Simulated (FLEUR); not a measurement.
The system is Bi.

```
CELL_PARAMETERS angstrom
3.48860 -3.13258 0.00000
3.48860 3.13258 0.00000
-1.26023 0.00000 3.11355
ATOMIC_POSITIONS crystal
Bi 0.75306 0.75306 0.85738
Bi 0.24694 0.24694 0.14262
```

This isn't the form of Bi at room conditions, which is rhombohedral.

* Program: FLEUR MaX-R8.1 (later development tree)
* Task: single point
* Functional: PBEsol
* Potentials or basis: all-electron
* Basis: FLAPW
* Kmax: 4.1 1/bohr
* k mesh: 6 × 6 × 9
* Occupations: fermi-dirac, width 0.05 eV
* Spin: no spin polarisation
* Gmax: 12.7 1/bohr
* Muffin-tin radii: Bi 2.66 bohr
* lmax: Bi 10
* lnonsphr: Bi 10
* Local orbitals a species: Bi 5
* Max iterations: 60
* Mixing factor: 0.05
* Mixer: Anderson
* Mixer history: 15

On this cell: largest force 0.057 eV/Å; band gap on the k mesh none (metal or under the smearing width).

The same run follows on a disturbed copy (atoms moved at random, drawn with an rms of 0.05 Å):

```xyz
2
Lattice="3.4886 -3.1326 0.0000 3.4886 3.1326 0.0000 -1.2602 0.0000 3.1136" Properties=species:S:1:pos:R:3 pbc="T T T"
Bi    4.1692    0.0043    2.6437
Bi    1.5625    0.0187    0.4507
```

Task: What changes?

Result: The energy (extrapolated to zero smearing) moves by +1.5 meV/atom; largest force 0.103 eV/Å; band gap on the k mesh none (metal or under the smearing width).

Forces in eV/Å, atoms in the order of the input:
```
Bi   0.087  0.012  0.054
Bi  -0.087 -0.012 -0.054
```

Caveats: spin-orbit coupling is left out, which moves the levels of the heavy elements.
